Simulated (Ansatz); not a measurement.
# Tin, simple cubic under RPBE: from relaxation to bulk modulus

What does RPBE give for tin in the simple cubic structure? We relax it, solve it on a dense k-mesh, then scale the cell to 7 volumes from 88 to 112 % of the relaxed one and try a fit of the equation of state. Spin polarisation is left out. The k-meshes are 10×10×10 for the relaxation; 17×17×17 for the dense run; 11×11×11 for the volumes.

Computed with Ansatz 0.2.0 (DFT RPBE, plane waves (420 eV) with PAW, scalar-relativistic; PBE-made PAW files, unless a step says otherwise).

## Step 1: The starting structure

It takes space group Pm-3m (No. 221, cubic). Conventional cell: a = 3.117 Å, b = 3.117 Å, c = 3.117 Å, α = 90.00°, β = 90.00°, γ = 90.00°. Around Sn (site symmetry m-3m) lie 6 Sn at 3.12 Å.

As a file:

```cif
data_structure
_symmetry_space_group_name_H-M 'P 1'
_symmetry_Int_Tables_number 1
_cell_length_a 3.1168
_cell_length_b 3.1168
_cell_length_c 3.1168
_cell_angle_alpha 90.000
_cell_angle_beta 90.000
_cell_angle_gamma 90.000
_cell_volume 30.28
loop_
_atom_site_label
_atom_site_type_symbol
_atom_site_fract_x
_atom_site_fract_y
_atom_site_fract_z
_atom_site_occupancy
Sn1 Sn 0.00000 0.00000 0.00000 1
```

## Step 2: Relaxation of the cell

input.yaml reads:

```yaml
crystal:
  lattice:
    - [3.11678992, 0.0, 0.0]
    - [0.0, 3.11678992, 0.0]
    - [0.0, 0.0, 3.11678992]
  atoms:
    - { symbol: Sn, position: [0.0, 0.0, 0.0] }
hamiltonian:
  xc: rpbe
  pseudopotentials:
    kind: paw
    azcp:
      Sn: "pseudopotentials/Sn.paw.azcp"
basis:
  ecutwfc: 420
  fft_grid_basis: typed
kpoints:
  mp_grid: { grid: [10, 10, 10], shift: [0, 0, 0] }
magnetization:
  spin_polarized: false
scf:
  occupations: { method: fermi_dirac, width: 0.1 }
relax:
  max_steps: 60
  f_tol: 0.01
  cell: {}
```

The runs that follow: The energy on a finer k-mesh; The cell scaled to 88 % of its volume; The cell scaled to 92 % of its volume; The cell scaled to 96 % of its volume; The cell scaled to 100 % of its volume; The cell scaled to 104 % of its volume; The cell scaled to 108 % of its volume; The cell scaled to 112 % of its volume.

Before running it: what results should come out? Wanted: space group; conventional cell; volume; shortest distance; gap on the mesh; relative to alpha-Sn; V₀, B₀, B₀′.

As calculated:

```
                      quantity                         value
space group (spins left aside)               Pm-3m (No. 221)
             conventional cell                   a = 3.114 Å
                        volume                30.209 Å³/atom
             shortest distance                       3.114 Å
               gap on the mesh  none (levels filled in part)
relative to alpha-Sn (diamond)                 +116 meV/atom
                   V₀, B₀, B₀′   30.438 Å³/atom, 41 GPa, 4.8
```

What this shows: From the guessed start the volume shrank by 0.2 % in 3 steps. It lies 116 meV/atom above the element's reference form at the same level (alpha-Sn (diamond), from a run of its own). No gap shows: it is a metal or semimetal at this level. The fitted modulus is 41 GPa. The symmetry was held, so the structure may be unstable against distortions that break it.
